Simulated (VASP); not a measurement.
Wanted: the native input for a VASP 6.6.1 run.

* Task: band structure
* Functional: r2SCAN
* Potentials or basis: VASP PAW PBE potentials, release 64 (Cd, S)
* Cutoff: 520 eV
* k mesh: 9 × 9 × 4
* Occupations: gaussian, width 0.03 eV
* Spin: no spin polarisation
* Further INCAR settings: ALGO = Normal; EDIFF = 1e-07; NBANDS = 26

The structure of CdS lies in POSCAR:

```
CdS                                     
1.0
    4.1314642933      0.0000000000      0.0000000000
   -2.0657321467      3.5779530371      0.0000000000
   -0.0000000000      0.0000000000      6.7246185049
  Cd              S             
     2     2
Direct
     0.3333333300000021    0.6666666699999979    0.9993193368878834
     0.6666666699999979    0.3333333300000021    0.4993193368878836
     0.3333333300000021    0.6666666699999979    0.3756806631121164
     0.6666666699999979    0.3333333300000021    0.8756806631121166
```

One way to write it, as run:

INCAR

```
PREC = Accurate
ENCUT = 520
EDIFF = 1E-7
ISMEAR = 0
SIGMA = 0.03
LREAL = F
LASPH = T
NELM = 80
ALGO = Normal
ISIF = 2
LWAVE = F
LCHARG = F
METAGGA = R2SCAN
LMIXTAU = T
NBANDS = 26
```

KPOINTS

```
regular mesh
0
Gamma
  9 9 4
```

KPOINTS_OPT

```
explicit points
141
Reciprocal
 0.0000000000  0.0000000000  0.0000000000 1
 0.0357142857  0.0000000000  0.0000000000 1
 0.0714285714  0.0000000000  0.0000000000 1
 0.1071428571  0.0000000000  0.0000000000 1
 0.1428571429  0.0000000000  0.0000000000 1
 0.1785714286  0.0000000000  0.0000000000 1
[... 133 lines left out ...]
 0.5000000000  0.0000000000  0.5000000000 1
 0.5000000000  0.0000000000  0.0000000000 1
```

Potentials or basis: VASP PAW PBE potentials, release 64 (Cd, S).

Run with:

```bash
$ cat potpaw_PBE.64/Cd/POTCAR potpaw_PBE.64/S/POTCAR > POTCAR
$ mpirun -np 1 vasp_std > vasp.out
```

It gave:

| Item | Value |
| --- | --- |
| Pressure | 1.7 GPa |
| Largest force | 0.004 eV/Å |
| Band gap on the k mesh | 1.68 eV, direct |
| Band gap along the path | 1.68 eV, direct |

Caveat: the PAW data sets were made with another functional, which shifts forces and pressure a little.

Run time: 8.5 min on 1 thread of Intel(R) Xeon(R) Platinum 8488C (Sapphire Rapids), with other jobs on the host, peak memory 0.3 GiB.
